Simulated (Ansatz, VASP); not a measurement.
# Zr: VASP beside Ansatz

```xyz
2
Lattice="0.0000 2.9119 2.9119 2.9119 0.0000 2.9119 2.9119 2.9119 0.0000" Properties=species:S:1:pos:R:3 pbc="T T T"
Zr   -0.7280   -0.7280   -0.7280
Zr    0.7280    0.7280    0.7280
```

Alike in both runs: functional PBE; k mesh 11 × 11 × 11; occupations fermi-dirac, width 0.05 eV; no spin polarisation.

Ansatz relaxed the structure, and its values are those at the end. VASP's run is a single point on that final structure, the one shown.

```csv
,VASP,Ansatz
version,VASP 6.6.1,Ansatz 0.2.0
potentials or method,"VASP PAW PBE potentials, release 64 (Zr_sv)","PAW with Ansatz's default frozen-core files, scalar-relativistic"
plane-wave cutoff (eV),520,420
valence electrons in the cell,24,24
```

|  | VASP | Ansatz | Ansatz less VASP |
| --- | --- | --- | --- |
| pressure (GPa) | 11.3 | 11.0 | -0.32 |
